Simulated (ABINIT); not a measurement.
HfO2:

```xyz
3
Lattice="0.0000 2.5575 2.5575 2.5575 0.0000 2.5575 2.5575 2.5575 0.0000" Properties=species:S:1:pos:R:3 pbc="T T T"
Hf    0.0000    0.0000    0.0000
O     3.8363    3.8363    3.8363
O     1.2788    1.2788    1.2788
```

Measurements of this composition are mostly on another form, of space group No. 14.

Base run:

- Program: ABINIT 10.8.3 (patched build)
- Functional: TB-mBJ
- Potentials or basis: JTH PAW LDA v2.0
- Cutoff: 762 eV
- k mesh: 9 × 9 × 9
- Occupations: fermi-dirac, width 0.05 eV
- Spin: no spin polarisation

Its results: band gap on the k mesh 5.85 eV, indirect (least direct gap 6.02 eV).

Problem. The run is repeated on the same cell with these changes: functional from TB-mBJ to r2SCAN; potentials or basis from JTH PAW LDA v2.0 to JTH PAW PBE v2.0. What comes out?

Solution. Band gap on the k mesh 4.34 eV, indirect (least direct gap 4.44 eV).

Caveats: spin-orbit coupling is left out, which moves the levels of the heavy elements; the constant c of TB-mBJ comes from the pseudo density here, which moves gaps by up to 0.3 eV between sets of potentials (some runs); the mesh misses the band edges, which the band path finds closer together (some runs).
